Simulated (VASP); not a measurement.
# CdS (F-43m) in VASP: notebook

Runs on CdS. Level: PBE. Tasks: relaxation of cell and atoms.

Everything below comes from runs of VASP 6.6.1. Logs are shortened: lines on timing, memory, paths and dates and some standing lists are left out, and cuts for length are marked.

## Step 1: The structure

It takes space group F-43m (No. 216, cubic). Conventional cell: a = 5.833 Å, b = 5.833 Å, c = 5.833 Å, α = 90.00°, β = 90.00°, γ = 90.00°. Around Cd (site symmetry -43m) lie 4 S at 2.53 Å. S (site symmetry -43m) has 4 Cd at 2.53 Å as nearest neighbours.

## Step 2: Relaxation of cell and atoms, PBE

INCAR reads:

```
SYSTEM = CdS
PREC     = Accurate       ! precision mode
ENCUT    = 520            ! plane-wave cutoff, eV
EDIFF    = 1E-7           ! SCF threshold, eV
ISMEAR   = 0              ! smearing method
SIGMA    = 0.02           ! smearing width, eV
LREAL    = .FALSE.        ! projectors in reciprocal space
LASPH    = .TRUE.         ! aspherical terms in the spheres
NELM     = 100            ! most SCF steps
ALGO     = Normal         ! electronic algorithm
ISIF     = 3              ! what is computed and relaxed
LWAVE    = .FALSE.        ! write WAVECAR
LCHARG   = .FALSE.        ! write CHGCAR
GGA      = PE             ! functional
IBRION   = 2              ! ionic algorithm
NSW      = 80             ! ionic steps
EDIFFG   = -0.002         ! ionic threshold
KPAR     = 4
```

KPOINTS reads:

```
Automatic mesh
0
G
  10 10 10
  0 0 0
```

POSCAR reads:

```
CdS
1.0
    0.0000000000      2.9165000000      2.9165000000
    2.9165000000      0.0000000000      2.9165000000
    2.9165000000      2.9165000000      0.0000000000
Cd S
1 1
Direct
    0.0000000000      0.0000000000      0.0000000000
    0.2500000000      0.2500000000      0.2500000000
```

Potentials or basis: VASP PAW PBE potentials, release 64 (Cd, S).

Launch:

```console
> cat potpaw_PBE.64/Cd/POTCAR potpaw_PBE.64/S/POTCAR > POTCAR
> mpirun -np 4 vasp_std > vasp.out
```

OUTCAR:

```text
SYSTEM = CdS
   PREC = Accurate
   ENCUT = 520
   EDIFF = 1E-7
   ISMEAR = 0
   LREAL = .FALSE.
   LASPH = .TRUE.
   NELM = 100
   ISIF = 3
   GGA = PE
   IBRION = 2
   NSW = 80
   EDIFFG = -0.002

 ion  position               nearest neighbor table
   1  0.000  0.000  0.000-   2 2.53   2 2.53   2 2.53   2 2.53
   2  0.250  0.250  0.250-   1 2.53   1 2.53   1 2.53   1 2.53

  LATTYP: Found a face centered cubic cell.
 ALAT       =     5.8330000000

  Lattice vectors:

 A1 = (   0.0000000000,   2.9165000000,   2.9165000000)
 A2 = (   2.9165000000,   0.0000000000,   2.9165000000)
 A3 = (   2.9165000000,   2.9165000000,   0.0000000000)

Analysis of symmetry for initial positions (statically):
=====================================================================
 Subroutine PRICEL returns:
 Original cell was already a primitive cell.

 Routine SETGRP: Setting up the symmetry group for a
 face centered cubic supercell.

 Subroutine GETGRP returns: Found 24 space group operations
 (whereof 24 operations were pure point group operations)
 out of a pool of 48 trial point group operations.

The static configuration has the point symmetry T_d .

Analysis of symmetry for dynamics (positions and initial velocities):
=====================================================================
 Subroutine PRICEL returns:
 Original cell was already a primitive cell.

 Routine SETGRP: Setting up the symmetry group for a
 face centered cubic supercell.

 Subroutine GETGRP returns: Found 24 space group operations
 (whereof 24 operations were pure point group operations)
 out of a pool of 48 trial point group operations.

The dynamic configuration has the point symmetry T_d .

 Subroutine INISYM returns: Found 24 space group operations
 (whereof 24 operations are pure point group operations),
 and found     1 'primitive' translations

----------------------------------------------------------------------------------------

                                     Primitive cell

  volume of cell :      49.6153

  direct lattice vectors                    reciprocal lattice vectors
     0.000000000  2.916500000  2.916500000    -0.171438368  0.171438368  0.171438368
     2.916500000  0.000000000  2.916500000     0.171438368 -0.171438368  0.171438368
     2.916500000  2.916500000  0.000000000     0.171438368  0.171438368 -0.171438368

  length of vectors
     4.124553855  4.124553855  4.124553855     0.296939964  0.296939964  0.296939964

  position of ions in fractional coordinates (direct lattice)
     0.000000000  0.000000000  0.000000000
     0.250000000  0.250000000  0.250000000

  ion indices of the primitive-cell ions
   primitive index   ion index
                 1           1
                 2           2

----------------------------------------------------------------------------------------

 KPOINTS: Automatic mesh

Automatic generation of k-mesh.
 Grid dimensions read from file:
 generate k-points for:   10   10   10

 Generating k-lattice:

  Cartesian coordinates                     Fractional coordinates (reciprocal lattice)
    -0.017143837  0.017143837  0.017143837     0.100000000  0.000000000  0.000000000
     0.017143837 -0.017143837  0.017143837     0.000000000  0.100000000  0.000000000
     0.017143837  0.017143837 -0.017143837     0.000000000  0.000000000  0.100000000

  Length of vectors
     0.029693996  0.029693996  0.029693996

  Shift w.r.t. Gamma in fractional coordinates (k-lattice)
     0.000000000  0.000000000  0.000000000

 Subroutine IBZKPT returns following result:
 ===========================================

 Found     47 irreducible k-points:

 Following reciprocal coordinates:
            Coordinates               Weight
  0.000000  0.000000  0.000000      1.000000
  0.100000  0.000000  0.000000      8.000000
  0.200000  0.000000  0.000000      8.000000
  0.300000  0.000000  0.000000      8.000000
  0.400000  0.000000  0.000000      8.000000
  0.500000  0.000000  0.000000      4.000000
[... 16 lines left out ...]
  0.300000  0.300000  0.000000      6.000000
  0.400000  0.300000  0.000000     24.000000
 [... further k-points ...]
   k-points           NKPTS =     47   k-points in BZ     NKDIM =     47   number of bands    NBANDS=     13
   number of dos      NEDOS =    301   number of ions     NIONS =      2
   total plane-waves  NPLWV =  32768
   dimension x,y,z NGX =    32 NGY =   32 NGZ =   32
   dimension x,y,z NGXF=    64 NGYF=   64 NGZF=   64
   ions per type =               1   1
   NGX,Y,Z   is equivalent  to a cutoff of  12.90, 12.90, 12.90 a.u.
   NGXF,Y,Z  is equivalent  to a cutoff of  25.80, 25.80, 25.80 a.u.
 SYSTEM =  CdS
   PREC   = accura    normal or accurate (medium, high low for compatibility)
   ISTART =      0    job   : 0-new  1-cont  2-samecut
   ICHARG =      2    charge: 1-file 2-atom 10-const
   ISPIN  =      1    spin polarized calculation?
   LNONCOLLINEAR =      F non collinear calculations
   LSORBIT =      F    spin-orbit coupling
   LASPH  =      T    aspherical Exc in radial PAW
   ENCUT  =  520.0 eV  38.22 Ry    6.18 a.u.   7.67  7.67  7.67*2*pi/ulx,y,z
   NELM   =    100;   NELMIN=  2; NELMDL= -5     # of ELM steps
   EDIFF  = 0.1E-06   stopping-criterion for ELM
   LREAL  =      F    real-space projection
   EDIFFG = -.2E-02   stopping-criterion for IOM
   NSW    =     80    number of steps for IOM
   IBRION =      2    ionic relax: 0-MD 1-quasi-New 2-CG
   NFREE  =      1    steps in history (QN), initial steepest desc. (CG)
   ISIF   =      3    stress and relaxation
   ISYM   =      2    0-nonsym 1-usesym 2-fastsym
   POTIM  = 0.5000    time-step for ionic-motion
   TEBEG  =    0.0;   TEEND  =   0.0 temperature during run
   PSTRESS=    0.0 pullay stress
   NELECT =      18.0000    total number of electrons
   NUPDOWN=      -1.0000    fix difference up-down
   EMIN   =  10.00;   EMAX   =-10.00  energy-range for DOS
   EFERMI =   0.00;   METHOD = LEGACY
   ISMEAR =     0;   SIGMA  =   0.02  broadening in eV -4-tet -1-fermi 0-gaus
   EFERMI_NEDOS =   21; number of points for ismear=-14 and -15
   IALGO  =     38    algorithm
   IMIX   =      4    mixing-type and parameters
     AMIX     =   0.40;   BMIX     =  1.00
     AMIX_MAG =   1.60;   BMIX_MAG =  1.00
  volume/ion in A,a.u.               =      24.81       167.41
  Fermi-wavevector in a.u.,A,eV,Ry     =   1.167599  2.206442 18.548649  1.363287
  Thomas-Fermi vector in A             =   2.304097
   LORBIT       =      0    0 simple, 1 ext, 2 COOP (PROOUT), +10 PAW based schemes
   GGA     = PE    functional components
   LHFCALC =     F    Hartree Fock is set to
   AEXX    =    0.0000 exact exchange contribution
   IVDW    =     0    specifies the selected vdW correction
   LEPSILON=     F    determine dielectric tensor
   LRPA    =     F    only Hartree local field effects (RPA)
 conjugate gradient relaxation of ions
 non-spin polarized calculation
 Gauss-broadening in eV      SIGMA  =   0.02
  energy-cutoff  :      520.00
  volume of cell :       49.62
 maximum number of plane-waves:      1363
   NGX = 15   NGY = 15   NGZ = 15

--------------------------------------- Ionic step        1  -------------------------------------------

 number of electron      18.0000004 magnetization

 Free energy of the ion-electron system (eV)
  ---------------------------------------------------
  ext. energy  EPLUGINS =         0.00000000
  ---------------------------------------------------
  free energy    TOTEN  =        -6.12153396 eV

  energy without entropy =       -6.12153396  energy(sigma->0) =       -6.12153396

------------------------ aborting loop because EDIFF is reached ----------------------------------------

  FORCE on cell =-STRESS in cart. coord.  units (eV):
  Direction    XX          YY          ZZ          XY          YZ          ZX
  --------------------------------------------------------------------------------------
  -------------------------------------------------------------------------------------
  Total        0.9948944      0.9948944      0.9948944      0.0000000      0.0000000      0.0000000
  in kB       32.1271090     32.1271090     32.1271090      0.0000000      0.0000000      0.0000000
  external PRESSURE =      32.1271090 kB  Pullay stress =       0.0000000 kB

 VOLUME and BASIS-vectors are now :
 -----------------------------------------------------------------------------
  energy-cutoff  :      520.00
  volume of cell :       49.62
      direct lattice vectors                 reciprocal lattice vectors
     0.000000000  2.916500000  2.916500000    -0.171438368  0.171438368  0.171438368
     2.916500000  0.000000000  2.916500000     0.171438368 -0.171438368  0.171438368
     2.916500000  2.916500000  0.000000000     0.171438368  0.171438368 -0.171438368
[... 37 lines left out ...]
 POSITION                                       TOTAL-FORCE (eV/Angst)
 -----------------------------------------------------------------------------------
      5.97298      2.98649      2.98649        -0.000000     -0.000000     -0.000000
      1.49325      1.49325      1.49325         0.000000      0.000000      0.000000
 -----------------------------------------------------------------------------------
    total drift:                               -0.000000     -0.000000     -0.000001

  FREE ENERGIE OF THE ION-ELECTRON SYSTEM (eV)
  ---------------------------------------------------
  free  energy   TOTEN  =        -6.1444939786 eV

  energy  without entropy=       -6.1444939786  energy(sigma->0) =       -6.14449398

--------------------------------------- Ionic step        3  -------------------------------------------

 number of electron      18.0000000 magnetization

 Free energy of the ion-electron system (eV)
  ---------------------------------------------------
  ext. energy  EPLUGINS =         0.00000000
  ---------------------------------------------------
  free energy    TOTEN  =        -6.14731483 eV

  energy without entropy =       -6.14731483  energy(sigma->0) =       -6.14731483

 E-fermi :   0.9911     XC(G=0):  -8.9042

 val. band max:        0.8757088782   @ k =   0.0000   0.0000   0.0000
 cond. band min:       1.9077902313   @ k =   0.0000   0.0000   0.0000
 fundamental gap:      1.0320813531
 Fermi energy:         0.9910563262

 k-point     1 :       0.0000    0.0000    0.0000
  band No.  band energies     occupation
      1     -11.1838      2.00000
      2      -6.6766      2.00000
      3      -6.6766      2.00000
      4      -6.6766      2.00000
      5      -6.2657      2.00000
      6      -6.2657      2.00000
      7       0.8757      2.00000
      8       0.8757      2.00000
      9       0.8757      2.00000
     10       1.9078      0.00000
     11       7.4265      0.00000
     12       7.4265      0.00000
     13       7.4265      0.00000

 k-point     2 :       0.1000    0.0000    0.0000
  band No.  band energies     occupation
      1     -11.1479      2.00000
      2      -6.6637      2.00000
      3      -6.6637      2.00000
      4      -6.6442      2.00000
      5      -6.2663      2.00000
      6      -6.2663      2.00000
      7       0.1504      2.00000
      8       0.8036      2.00000
      9       0.8036      2.00000
     10       2.5347      0.00000
     11       7.2272      0.00000
[... 339 lines left out ...]
 k-point    24 :       0.4000    0.3000    0.0000
  band No.  band energies     occupation
      1     -10.7843      2.00000
      2      -6.4924      2.00000
      3      -6.4544      2.00000
      4      -6.4149      2.00000
      5      -6.2093      2.00000
      6      -6.0845      2.00000
      7      -2.2880      2.00000
      8      -0.6149      2.00000
      9      -0.4742      2.00000
     10       4.8647      0.00000
     11       5.4188      0.00000
     12       8.8041      0.00000
     13       9.8174      0.00000

 [... further k-points ...]

------------------------ aborting loop because EDIFF is reached ----------------------------------------

  FORCE on cell =-STRESS in cart. coord.  units (eV):
  Direction    XX          YY          ZZ          XY          YZ          ZX
  --------------------------------------------------------------------------------------
  -------------------------------------------------------------------------------------
  Total        0.0038217      0.0038217      0.0038217      0.0000000      0.0000000      0.0000000
  in kB        0.1170467      0.1170467      0.1170467      0.0000000      0.0000000      0.0000000
  external PRESSURE =       0.1170467 kB  Pullay stress =       0.0000000 kB

 VOLUME and BASIS-vectors are now :
 -----------------------------------------------------------------------------
  energy-cutoff  :      520.00
  volume of cell :       52.31
      direct lattice vectors                 reciprocal lattice vectors
     0.000000000  2.968416286  2.968416286    -0.168439987  0.168439987  0.168439987
     2.968416286  0.000000000  2.968416286     0.168439987 -0.168439987  0.168439987
     2.968416286  2.968416286  0.000000000     0.168439987  0.168439987 -0.168439987

 POSITION                                       TOTAL-FORCE (eV/Angst)
 -----------------------------------------------------------------------------------
      0.00000      0.00000      0.00000        -0.000000     -0.000000      0.000000
      1.48421      1.48421      1.48421         0.000000      0.000000     -0.000000
 -----------------------------------------------------------------------------------
    total drift:                               -0.000000     -0.000000     -0.000000

  FREE ENERGIE OF THE ION-ELECTRON SYSTEM (eV)
  ---------------------------------------------------
  free  energy   TOTEN  =        -6.1473148279 eV

  energy  without entropy=       -6.1473148279  energy(sigma->0) =       -6.14731483

 reached required accuracy - stopping structural energy minimisation
```

It took 11 s on 4 MPI ranks of Intel Xeon 6975P-C (Granite Rapids), shared host; peak memory 0.19 GiB.

Results:

| Item | Value |
| --- | --- |
| Free energy | -6.1473 eV |
| Relaxed volume | 26.16 Å³/atom |
| Relaxed cell | a = 4.198 Å, b = 4.198 Å, c = 4.198 Å, α = 60.00°, β = 60.00°, γ = 60.00° |
| Space group after relaxing (to 0.05 Å) | F-43m (No. 216) |
| Energy gained by relaxing | 12.9 meV/atom |
| Ionic steps | 3 |
| Pressure after relaxing | 0.0 GPa |
| Band gap on the k mesh | 1.03 eV, direct |

The path:
```
step  energy change (eV)  largest force (eV/Å)  pressure (GPa)  volume (Å³)
   1              0.0000                0.0000            3.21        49.62
   2             -0.0230                0.0000           -0.93        53.27
   3             -0.0258                0.0000            0.01        52.31
```

Final structure:
```yaml
crystal:
  lattice:
    - [0.00000, 2.96842, 2.96842]
    - [2.96842, 0.00000, 2.96842]
    - [2.96842, 2.96842, 0.00000]
  atoms:
    - { symbol: Cd, position: [0.00000, 0.00000, 0.00000] }
    - { symbol: S, position: [0.25000, 0.25000, 0.25000] }
```

Expect the measured gap to be larger: semilocal functionals such as PBE lack the derivative discontinuity. Zero-point motion and thermal expansion aren't in these numbers.

## Step 3: Relaxation of cell and atoms, PBE

This run uses another cell than the first one, of 26.16 Å³/atom, 1.054 times its volume.

INCAR is that of step 2.

KPOINTS is that of step 2.

POSCAR reads:

```
CdS                                     
1.0
    0.0000000000      2.9684162855      2.9684162855
    2.9684162855      0.0000000000      2.9684162855
    2.9684162855      2.9684162855      0.0000000000
  Cd              S             
     1     1
Direct
     0.0000000000000000    0.0000000000000000    0.0000000000000000
     0.2500000000000000    0.2500000000000000    0.2500000000000000
```

Potentials or basis: VASP PAW PBE potentials, release 64 (Cd, S).

Launch:

```console
> cat potpaw_PBE.64/Cd/POTCAR potpaw_PBE.64/S/POTCAR > POTCAR
> mpirun -np 4 vasp_std > vasp.out
```

Run time: 6.2 s. Hardware: 4 MPI ranks of Intel Xeon 6975P-C (Granite Rapids), shared host; peak memory 0.19 GiB.

The run converged. Its results:

```yaml
Free_energy: -6.1477 eV
Relaxed_volume: 26.17 Å³/atom
Relaxed_cell: a = 4.198 Å, b = 4.198 Å, c = 4.198 Å, α = 60.00°, β = 60.00°, γ = 60.00°
Space_group_after_relaxing_to_0.05_Å: F-43m (No. 216)
Energy_gained_by_relaxing: 0.0 meV/atom
Ionic_steps: 2
Pressure_after_relaxing: 0.0 GPa
Band_gap_on_the_k_mesh: 1.03 eV, direct
```

Final structure:
```xyz
2
Lattice="0.0000 2.9688 2.9688 2.9688 0.0000 2.9688 2.9688 2.9688 0.0000" Properties=species:S:1:pos:R:3 pbc="T T T"
Cd    2.9688    0.0000    2.9688
S     1.4844    1.4844    1.4844
```

Levels at points of the mesh, in eV from the valence-band top:
```
           k point  band 5  band 6  band 7  band 8  band 9  band 10  band 11  band 12  band 13
(0.00, 0.00, 0.00)   -7.14   -7.14    0.00    0.00    0.00     1.03     6.55     6.55     6.55
(0.50, 0.00, 0.00)   -7.11   -6.81   -4.09   -0.68   -0.68     2.93     7.00     7.00     7.31
(0.50, 0.50, 0.00)   -7.07   -6.75   -3.72   -1.70   -1.70     3.64     4.27     9.01    10.46
```

As with any semilocal functional, this PBE gap is likely too small.
